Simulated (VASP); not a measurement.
# Na (Im-3m) in VASP: settings compared

The runs below take Na through single point, relaxation of the atoms, with RPBE, optPBE-vdW, HSE06+TS.

Program: VASP 6.6.1. These are calculated values, not measurements. Logs are shortened: lines on timing, memory, paths and dates and some standing lists are left out, and cuts for length are marked.

## (1) The structure

The structure is cubic, space group Im-3m (No. 229). Conventional cell: a = 4.282 Å, b = 4.282 Å, c = 4.282 Å, α = 90.00°, β = 90.00°, γ = 90.00°. Around Na (site symmetry m-3m) lie 8 Na at 3.71 Å.

## (2) Single point, RPBE

File INCAR:

```
PREC     = Accurate       # precision mode
ENCUT    = 500            # plane-wave cutoff, eV
EDIFF    = 1E-6           # SCF threshold, eV
ISMEAR   = 0              # smearing method
SIGMA    = 0.02           # smearing width, eV
LREAL    = F              # projectors in reciprocal space
LASPH    = T              # aspherical terms in the spheres
NELM     = 60             # most SCF steps
ALGO     = Normal         # electronic algorithm
ISIF     = 2              # what is computed and relaxed
LWAVE    = F              # write WAVECAR
LCHARG   = T              # write CHGCAR
GGA      = RP             # functional
LELF     = T              # ELF
LVHAR    = T            
NBANDS   = 6              # bands
```

File KPOINTS:

```
Automatic mesh
0
Gamma
  9 9 9
```

File POSCAR:

```
Na
1.0
   -2.1410000000      2.1410000000      2.1410000000
    2.1410000000     -2.1410000000      2.1410000000
    2.1410000000      2.1410000000     -2.1410000000
Na
1
Cartesian
    0.0000000000      0.0000000000      0.0000000000
```

Potentials or basis: VASP PAW PBE potentials, release 64 (Na).

Started as:

```
cat potpaw_PBE.64/Na/POTCAR > POTCAR
mpirun -np 1 vasp_std > vasp.out
```

OUTCAR:

```text
PREC = Accurate
   ENCUT = 500
   EDIFF = 1E-6
   ISMEAR = 0
   LREAL = F
   LASPH = T
   NELM = 60
   ISIF = 2
   GGA = RP

 ion  position               nearest neighbor table
   1  0.000  0.000  0.000-

  LATTYP: Found a body centered cubic cell.
 ALAT       =     4.2820000000

  Lattice vectors:

 A1 = (  -2.1410000000,   2.1410000000,   2.1410000000)
 A2 = (   2.1410000000,  -2.1410000000,   2.1410000000)
 A3 = (   2.1410000000,   2.1410000000,  -2.1410000000)

Analysis of symmetry for initial positions (statically):
=====================================================================
 Subroutine PRICEL returns:
 Original cell was already a primitive cell.

 Routine SETGRP: Setting up the symmetry group for a
 body centered cubic supercell.

 Subroutine GETGRP returns: Found 48 space group operations
 (whereof 48 operations were pure point group operations)
 out of a pool of 48 trial point group operations.

The static configuration has the point symmetry O_h .

Analysis of symmetry for dynamics (positions and initial velocities):
=====================================================================
 Subroutine PRICEL returns:
 Original cell was already a primitive cell.

 Routine SETGRP: Setting up the symmetry group for a
 body centered cubic supercell.

 Subroutine GETGRP returns: Found 48 space group operations
 (whereof 48 operations were pure point group operations)
 out of a pool of 48 trial point group operations.

The dynamic configuration has the point symmetry O_h .

 Subroutine INISYM returns: Found 48 space group operations
 (whereof 48 operations are pure point group operations),
 and found     1 'primitive' translations

----------------------------------------------------------------------------------------

                                     Primitive cell

  volume of cell :      39.2564

  direct lattice vectors                    reciprocal lattice vectors
    -2.141000000  2.141000000  2.141000000     0.000000000  0.233535731  0.233535731
     2.141000000 -2.141000000  2.141000000     0.233535731  0.000000000  0.233535731
     2.141000000  2.141000000 -2.141000000     0.233535731  0.233535731  0.000000000

  length of vectors
     3.708320779  3.708320779  3.708320779     0.330269398  0.330269398  0.330269398

  position of ions in fractional coordinates (direct lattice)
     0.000000000  0.000000000  0.000000000

  ion indices of the primitive-cell ions
   primitive index   ion index
                 1           1

----------------------------------------------------------------------------------------

 KPOINTS: Automatic mesh

Automatic generation of k-mesh.
 Grid dimensions read from file:
 generate k-points for:    9    9    9

 Generating k-lattice:

  Cartesian coordinates                     Fractional coordinates (reciprocal lattice)
     0.000000000  0.025948415  0.025948415     0.111111111  0.000000000  0.000000000
     0.025948415  0.000000000  0.025948415     0.000000000  0.111111111  0.000000000
     0.025948415  0.025948415  0.000000000     0.000000000  0.000000000  0.111111111

  Length of vectors
     0.036696600  0.036696600  0.036696600

  Shift w.r.t. Gamma in fractional coordinates (k-lattice)
     0.000000000  0.000000000  0.000000000

 Subroutine IBZKPT returns following result:
 ===========================================

 Found     35 irreducible k-points:

 Following reciprocal coordinates:
            Coordinates               Weight
  0.000000  0.000000  0.000000      1.000000
  0.111111  0.000000  0.000000     12.000000
  0.222222  0.000000  0.000000     12.000000
  0.333333  0.000000  0.000000     12.000000
  0.444444  0.000000  0.000000     12.000000
  0.111111  0.111111  0.000000     24.000000
[... 16 lines left out ...]
 -0.333333  0.444444  0.111111     48.000000
 -0.444444 -0.444444  0.111111     24.000000
 [... further k-points ...]
   k-points           NKPTS =     35   k-points in BZ     NKDIM =     35   number of bands    NBANDS=      6
   number of dos      NEDOS =    301   number of ions     NIONS =      1
   total plane-waves  NPLWV =  21952
   dimension x,y,z NGX =    28 NGY =   28 NGZ =   28
   dimension x,y,z NGXF=    56 NGYF=   56 NGZF=   56
   ions per type =               1
   NGX,Y,Z   is equivalent  to a cutoff of  12.55, 12.55, 12.55 a.u.
   NGXF,Y,Z  is equivalent  to a cutoff of  25.11, 25.11, 25.11 a.u.
 SYSTEM =  unknown system
   PREC   = accura    normal or accurate (medium, high low for compatibility)
   ISTART =      0    job   : 0-new  1-cont  2-samecut
   ICHARG =      2    charge: 1-file 2-atom 10-const
   ISPIN  =      1    spin polarized calculation?
   LNONCOLLINEAR =      F non collinear calculations
   LSORBIT =      F    spin-orbit coupling
   LASPH  =      T    aspherical Exc in radial PAW
   ENCUT  =  500.0 eV  36.75 Ry    6.06 a.u.   6.76  6.76  6.76*2*pi/ulx,y,z
   NELM   =     60;   NELMIN=  2; NELMDL= -5     # of ELM steps
   EDIFF  = 0.1E-05   stopping-criterion for ELM
   LREAL  =      F    real-space projection
   EDIFFG = 0.1E-04   stopping-criterion for IOM
   NSW    =      0    number of steps for IOM
   IBRION =     -1    ionic relax: 0-MD 1-quasi-New 2-CG
   NFREE  =      0    steps in history (QN), initial steepest desc. (CG)
   ISIF   =      2    stress and relaxation
   ISYM   =      2    0-nonsym 1-usesym 2-fastsym
   POTIM  = 0.5000    time-step for ionic-motion
   TEBEG  =    0.0;   TEEND  =   0.0 temperature during run
   PSTRESS=    0.0 pullay stress
   NELECT =       1.0000    total number of electrons
   NUPDOWN=      -1.0000    fix difference up-down
   EMIN   =  10.00;   EMAX   =-10.00  energy-range for DOS
   EFERMI =   0.00;   METHOD = LEGACY
   ISMEAR =     0;   SIGMA  =   0.02  broadening in eV -4-tet -1-fermi 0-gaus
   EFERMI_NEDOS =   21; number of points for ismear=-14 and -15
   IALGO  =     38    algorithm
   IMIX   =      4    mixing-type and parameters
     AMIX     =   0.40;   BMIX     =  1.00
     AMIX_MAG =   1.60;   BMIX_MAG =  1.00
  volume/ion in A,a.u.               =      39.26       264.91
  Fermi-wavevector in a.u.,A,eV,Ry     =   0.481694  0.910270  3.156952  0.232029
  Thomas-Fermi vector in A             =   1.479925
   LORBIT       =      0    0 simple, 1 ext, 2 COOP (PROOUT), +10 PAW based schemes
   GGA     = RP    functional components
   LHFCALC =     F    Hartree Fock is set to
   AEXX    =    0.0000 exact exchange contribution
   IVDW    =     0    specifies the selected vdW correction
   LEPSILON=     F    determine dielectric tensor
   LRPA    =     F    only Hartree local field effects (RPA)
 non-spin polarized calculation
 Gauss-broadening in eV      SIGMA  =   0.02
  energy-cutoff  :      500.00
  volume of cell :       39.26
 maximum number of plane-waves:      1009
   NGX = 13   NGY = 13   NGZ = 13

 number of electron       1.0000000 magnetization

 Free energy of the ion-electron system (eV)
  ---------------------------------------------------
  ext. energy  EPLUGINS =         0.00000000
  ---------------------------------------------------
  free energy    TOTEN  =        -1.19832354 eV

  energy without entropy =       -1.19801183  energy(sigma->0) =       -1.19816768

 E-fermi :   0.4203     XC(G=0):  -6.0160

 val. band max:        0.4016656215   @ k =  -0.3333   0.4444   0.1111
 cond. band min:       0.5918169677   @ k =   0.4444   0.0000   0.0000
 fundamental gap:      0.1901513461
 Fermi energy:         0.4203051104

 k-point     1 :       0.0000    0.0000    0.0000
  band No.  band energies     occupation
      1      -2.6397      2.00000
      2      11.9100      0.00000
      3      11.9100      0.00000
      4      11.9100      0.00000
      5      12.8245      0.00000
      6      12.8245      0.00000

 k-point     2 :       0.1111    0.0000    0.0000
  band No.  band energies     occupation
      1      -2.4326      2.00000
      2       9.6665      0.00000
      3      10.8617      0.00000
      4      11.0818      0.00000
      5      11.5498      0.00000
      6      12.0947      0.00000

 k-point     3 :       0.2222    0.0000    0.0000
  band No.  band energies     occupation
      1      -1.8146      2.00000
      2       6.9520      0.00000
      3       9.7100      0.00000
      4      10.1758      0.00000
      5      10.4758      0.00000
      6      11.4591      0.00000

 k-point     4 :       0.3333    0.0000    0.0000
  band No.  band energies     occupation
      1      -0.7968      2.00000
      2       4.5220      0.00000
      3       8.9203      0.00000
      4       9.5608      0.00000
      5       9.7625      0.00000
      6      10.8759      0.00000

 k-point     5 :       0.4444    0.0000    0.0000
  band No.  band energies     occupation
      1       0.5918      0.00000
      2       2.4252      0.00000
      3       8.5227      0.00000
      4       9.2534      0.00000
      5       9.4073      0.00000
      6      10.5388      0.00000
[... 136 lines left out ...]
 k-point    21 :      -0.2222    0.3333    0.1111
  band No.  band energies     occupation
      1      -0.7966      2.00000
      2       5.9026      0.00000
      3       6.5869      0.00000
      4       9.3313      0.00000
      5      10.3246      0.00000
      6      11.4151      0.00000

 k-point    22 :      -0.4444    0.4444    0.1111
  band No.  band energies     occupation
      1       0.7879      0.00000
      2       2.6187      0.00000
      3       7.4163      0.00000
      4       8.3046      0.00000
      5      10.7280      0.00000
      6      11.7342      0.00000

 k-point    23 :      -0.3333    0.4444    0.1111
  band No.  band energies     occupation
      1       0.4017      1.81250
      2       3.9175      0.00000
      3       5.7793      0.00000
      4       9.1514      0.00000
      5      10.6841      0.00000
      6      11.1983      0.00000

 k-point    24 :      -0.4444   -0.4444    0.1111
  band No.  band energies     occupation
      1       1.7493      0.00000
      2       2.2405      0.00000
      3       5.5706      0.00000
      4       9.0104      0.00000
      5      10.6355      0.00000
      6      12.0032      0.00000

 [... further k-points ...]

------------------------ aborting loop because EDIFF is reached ----------------------------------------

  FORCE on cell =-STRESS in cart. coord.  units (eV):
  Direction    XX          YY          ZZ          XY          YZ          ZX
  --------------------------------------------------------------------------------------
  -------------------------------------------------------------------------------------
  Total       -0.0028833     -0.0028833     -0.0028833     -0.0000000      0.0000000      0.0000000
  in kB       -0.1176785     -0.1176785     -0.1176785     -0.0000000      0.0000000      0.0000000
  external PRESSURE =      -0.1176785 kB  Pullay stress =       0.0000000 kB

 VOLUME and BASIS-vectors are now :
 -----------------------------------------------------------------------------
  energy-cutoff  :      500.00
  volume of cell :       39.26
      direct lattice vectors                 reciprocal lattice vectors
    -2.141000000  2.141000000  2.141000000     0.000000000  0.233535731  0.233535731
     2.141000000 -2.141000000  2.141000000     0.233535731  0.000000000  0.233535731
     2.141000000  2.141000000 -2.141000000     0.233535731  0.233535731  0.000000000

 POSITION                                       TOTAL-FORCE (eV/Angst)
 -----------------------------------------------------------------------------------
      0.00000      0.00000      0.00000         0.000000     -0.000000      0.000000
 -----------------------------------------------------------------------------------
    total drift:                                0.000000      0.000000      0.000000

  FREE ENERGIE OF THE ION-ELECTRON SYSTEM (eV)
  ---------------------------------------------------
  free  energy   TOTEN  =        -1.1983235352 eV

  energy  without entropy=       -1.1980118251  energy(sigma->0) =       -1.19816768
```

Run time: 11 s. Hardware: 1 thread of AMD EPYC 7R43 (Zen 3), shared host; peak memory 0.11 GiB.

What came out:

```yaml
Free_energy: -1.1983 eV
Pressure: 0.0 GPa
Band_gap_on_the_k_mesh: none (metal or under the smearing width)
```

Levels at points of the mesh, in eV from the Fermi level:
```csv
k point,band 1,band 2,band 3,band 4
"(0.00, 0.00, 0.00)",-3.06,11.49,11.49,11.49
```

Caveat: the PAW data sets were made with another functional, which shifts forces and pressure a little.

## (3) Single point, RPBE

File run.py:

```python
from ase.calculators.vasp import Vasp
from ase.dft.bandgap import bandgap
from ase.spacegroup import crystal

atoms = crystal(
    ['Na'],
    basis=[[0.0, 0.0, 0.0]],
    spacegroup=229,
    setting=1,
    cellpar=[4.282, 4.282, 4.282, 90.0, 90.0, 90.0],
    primitive_cell=True,
)
calc = Vasp(
    directory='calc',
    xc='rpbe',
    pp='PBE',
    setups='minimal',
    prec='Accurate',
    encut=500,
    ediff=1e-06,
    ismear=0,
    sigma=0.02,
    lreal=False,
    lasph=True,
    nelm=100,
    algo='Normal',
    isif=2,
    lwave=False,
    lcharg=False,
    kpts=[9, 9, 9],
    gamma=True,
    nbands=6,
)
atoms.calc = calc

print('energy (eV):', atoms.get_potential_energy())
print('free energy (eV):', atoms.get_potential_energy(force_consistent=True))
print('forces (eV/A):')
print(atoms.get_forces())
print('stress (eV/A^3, Voigt):', atoms.get_stress())
print('Fermi level (eV):', calc.get_fermi_level())
gap, top, bottom = bandgap(calc)
print('band gap (eV):', gap, 'from (spin, k, band)', top, 'to', bottom)
```

Potentials or basis: VASP PAW PBE potentials, release 64 (Na).

Started as:

```
python run.py
```

Run time: 16 s. Hardware: 1 thread of AMD EPYC 7R43 (Zen 3), shared host; peak memory 0.11 GiB.

The run converged. Its results:

| Item | Value |
| --- | --- |
| Free energy | -1.1983 eV |
| Pressure | 0.0 GPa |
| Band gap on the k mesh | none (metal or under the smearing width) |

Levels at points of the mesh, in eV from the Fermi level:
| k point | band 1 | band 2 | band 3 | band 4 |
| --- | --- | --- | --- | --- |
| (0.00, 0.00, 0.00) | -3.06 | 11.49 | 11.49 | 11.49 |

Caveat: the PAW data sets were made with another functional, which shifts forces and pressure a little.

## (4) Single point, optPBE-vdW

File INCAR:

```
SYSTEM = Na
  PREC = Accurate
  ENCUT = 550
  EDIFF = 0.001
  ISMEAR = 2
  SIGMA = 0.2
  LREAL = .FALSE.
  LASPH = .TRUE.
  NELM = 80
  ALGO = Normal
  ISIF = 2
  LWAVE = .FALSE.
  LCHARG = .FALSE.
  GGA = OR
  LUSE_VDW = .TRUE.
  AGGAC = 0.0
  NBANDS = 10
```

File KPOINTS:

```
regular mesh
0
G
  9 9 9
  0 0 0
```

POSCAR: that of step 2 with these lines changed.

```diff
@@ -7,3 +7,3 @@
 1
-Cartesian
+Direct
     0.0000000000      0.0000000000      0.0000000000
```

Potentials or basis: VASP PAW PBE potentials, release 64 (Na_sv_GW).

Started as:

```
cat potpaw_PBE.64/Na_sv_GW/POTCAR > POTCAR
mpirun -np 1 vasp_std > vasp.out
```

OUTCAR:

```text
SYSTEM = Na
   PREC = Accurate
   ENCUT = 550
   EDIFF = 0.001
   ISMEAR = 2
   LREAL = .FALSE.
   LASPH = .TRUE.
   NELM = 80
   ISIF = 2
   GGA = OR

 ion  position               nearest neighbor table
   1  0.000  0.000  0.000-

  LATTYP: Found a body centered cubic cell.
 ALAT       =     4.2820000000

  Lattice vectors:

 A1 = (  -2.1410000000,   2.1410000000,   2.1410000000)
 A2 = (   2.1410000000,  -2.1410000000,   2.1410000000)
 A3 = (   2.1410000000,   2.1410000000,  -2.1410000000)

[... 496 lines left out ...]
------------------------ aborting loop because EDIFF is reached ----------------------------------------

  FORCE on cell =-STRESS in cart. coord.  units (eV):
  Direction    XX          YY          ZZ          XY          YZ          ZX
  --------------------------------------------------------------------------------------
  -------------------------------------------------------------------------------------
  Total       -0.0268322     -0.0268322     -0.0268322      0.0000000      0.0000000     -0.0000000
  in kB       -1.0951085     -1.0951085     -1.0951085      0.0000000      0.0000000     -0.0000000
  external PRESSURE =      -1.0951085 kB  Pullay stress =       0.0000000 kB

 VOLUME and BASIS-vectors are now :
 -----------------------------------------------------------------------------
  energy-cutoff  :      550.00
  volume of cell :       39.26
      direct lattice vectors                 reciprocal lattice vectors
    -2.141000000  2.141000000  2.141000000     0.000000000  0.233535731  0.233535731
     2.141000000 -2.141000000  2.141000000     0.233535731  0.000000000  0.233535731
     2.141000000  2.141000000 -2.141000000     0.233535731  0.233535731  0.000000000

 POSITION                                       TOTAL-FORCE (eV/Angst)
 -----------------------------------------------------------------------------------
      0.00000      0.00000      0.00000         0.000000     -0.000000     -0.000000
 -----------------------------------------------------------------------------------
    total drift:                               -0.000000      0.000000      0.000000

  FREE ENERGIE OF THE ION-ELECTRON SYSTEM (eV)
  ---------------------------------------------------
  free  energy   TOTEN  =        -0.9429677230 eV

  energy  without entropy=       -0.9423451416  energy(sigma->0) =       -0.94281208

Total vdW correction in eV:      2.2498754
```

Wall time 31 s (1 thread of AMD EPYC 7R43 (Zen 3), shared host); peak memory 0.28 GiB.

The run converged, but some of its settings lie outside the range that counts as converged (typed here: EDIFF = 0.001; ISMEAR = 2; SIGMA = 0.2), so its numbers aren't taken as properties of the crystal.

Results:

```
Free energy            : -0.9430 eV
Pressure               : -0.1 GPa
Band gap on the k mesh : none (metal or under the smearing width)
```

Caveat: the PAW data sets were made with another functional, which shifts forces and pressure a little.

(Part 1 of 2 ends here.)
